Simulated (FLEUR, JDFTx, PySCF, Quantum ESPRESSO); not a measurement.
Pb: 6 runs at one level of theory

```xyz
1
Lattice="0.0000 2.4750 2.4750 2.4750 0.0000 2.4750 2.4750 2.4750 0.0000" Properties=species:S:1:pos:R:3 pbc="T T T"
Pb    0.0000    0.0000    0.0000
```

Alike in all runs: task equation of state; functional PBEsol; k mesh 9 × 9 × 9; occupations fermi-dirac, width 0.05 eV; no spin polarisation; no spin-orbit coupling.

| program and potentials | plane-wave cutoff (eV) | notes | equilibrium volume (Å³/atom) | bulk modulus (GPa) |
| --- | --- | --- | --- | --- |
| PySCF, DZVP-MOLOPT-SR/GTH-PBE (potentials made for PBE) | - | atomic basis; potentials made for PBE | 31.41 | 45.0 |
| JDFTx, PseudoDojo-SR-PBEsol-0.4.1-standard | 762 | - | 29.95 | 49.2 |
| FLEUR, all-electron, FLAPW | - | - | ? | ? |
| Quantum ESPRESSO, PseudoDojo 0.4.1 SR PBEsol standard | 762 | - | 29.95 | 49.3 |
| Quantum ESPRESSO, PseudoDojo 0.4 SR PBEsol stringent | 1225 | - | 29.93 | 49.1 |
| Quantum ESPRESSO, GBRV 1.5 PBEsol | 612 | - | 29.86 | 49.2 |

Question: Estimate from the other rows what the run with FLEUR, all-electron, FLAPW gave.

Answer: Equilibrium volume 29.96 Å³/atom; bulk modulus 48.7 GPa. The other rows, which needn't bracket it: equilibrium volume 29.86 to 31.41; bulk modulus 45.0 to 49.3.
